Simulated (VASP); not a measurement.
Write the native input for VASP 6.6.1 that does the following.

```yaml
Task: optical spectrum
Functional: BLYP
Dispersion: D4
Potentials_or_basis: VASP PAW PBE potentials, release 64 (As)
Cutoff: 520 eV
k_mesh: 7 × 7 × 7
Occupations: gaussian, width 0.1 eV
Spin: spin-orbit coupling, no magnetisation
Further_INCAR_settings: ALGO = Normal; EDIFF = 1e-06; NBANDS = 106
```

The structure of As lies in POSCAR:

```
As
1.0
    1.8807968987      1.0858785957      3.5140619945
   -1.8807968987      1.0858785957      3.5140619945
    0.0000000000     -2.1717571915      3.5140619945
As
2
Direct
    0.2260000000      0.2260000000      0.2260000000
    0.7740000000      0.7740000000      0.7740000000
```

These files were run (other wordings do the same):

INCAR

```
SYSTEM = As
PREC = Accurate ; ENCUT = 520
EDIFF = 1E-6 ; ISMEAR = 0
SIGMA = 0.1 ; LREAL = .FALSE.
LASPH = .TRUE. ; NELM = 60
ALGO = Normal ; ISIF = 2
LWAVE = .FALSE. ; LCHARG = .FALSE.
MAGMOM = 0 0 0 0 0 0 ; LORBIT = 11
LSORBIT = .TRUE. ; GGA_COMPAT = .FALSE.
GGA = B5 ; ALDAX = 1.0
AGGAX = 1.0 ; AGGAC = 1.0
ALDAC = 0.0 ; IVDW = 13
VDW_S6 = 1.0 ; VDW_S8 = 2.34076671
VDW_A1 = 0.44488865 ; VDW_A2 = 4.0933009
LOPTICS = .TRUE. ; NBANDS = 106
NEDOS = 1000 ; CSHIFT = 0.1
```

KPOINTS

```
Automatic mesh
0
G
  7 7 7
  0 0 0
```

Potentials or basis: VASP PAW PBE potentials, release 64 (As).

The run is started by

```bash
$ cat potpaw_PBE.64/As/POTCAR > POTCAR
$ mpirun -np 1 vasp_ncl > vasp.out
```

It gave:

* Pressure: 3.1 GPa
* Largest force: 0.473 eV/Å
* Valence electrons inside the program's atomic spheres: As 2.75
* Dispersion energy per atom: -0.869 eV

Caveat: spectra need much finer meshes, so this one isn't converged; these spectra lack excitons; the PAW data sets were made with another functional, which shifts forces and pressure a little.

It took 5.9 min on 1 thread of Intel(R) Xeon(R) 6975P-C (Granite Rapids), on a shared host, peak memory 0.48 GiB.
